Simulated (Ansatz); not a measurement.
Si (omega type), DFT, PBE, all-electron PAW with datasets made for the crystal, scalar-relativistic (Ansatz 0.2.0), on 1 thread of Intel(R) Xeon(R) Platinum 8488C (Sapphire Rapids) (shared host).

Command: `ansatz run input.yaml --threads 1 --pin off --max-ram 3072MiB --backend cpu --events-out ev --progress --plain --runs-dir out`

```yaml
crystal:
  lattice:
    - [4.4506851746, 0.0, 0.0]
    - [-2.2253425873, 3.8544064254, 0.0]
    - [0.0, 0.0, 2.5869858561]
  atoms:
    - { symbol: Si, position: [0.0, 0.0, 0.0] }
    - { symbol: Si, position: [0.3333333333, 0.6666666667, 0.5] }
    - { symbol: Si, position: [0.6666666667, 0.3333333333, 0.5] }
kpoints:
  mp_grid: { grid: [9, 9, 12] }
scf:
  occupations: { method: fermi_dirac, width: 0.1 }
hamiltonian:
  xc: pbe
  pseudopotentials: { kind: all_electron, datasets: crystal }
output:
  forces: true
  stress: true
  eigenvalues: true
```

**Question.** How large is the problem that the program sets up?

**Answer.** 84 irreducible k-points, 233 plane waves at Γ, 15 bands.

**Question.** About how long does it take?

**Answer.** 4.4 s of wall time for 7 SCF iterations. Times on shared machines scatter by tens of per cent.
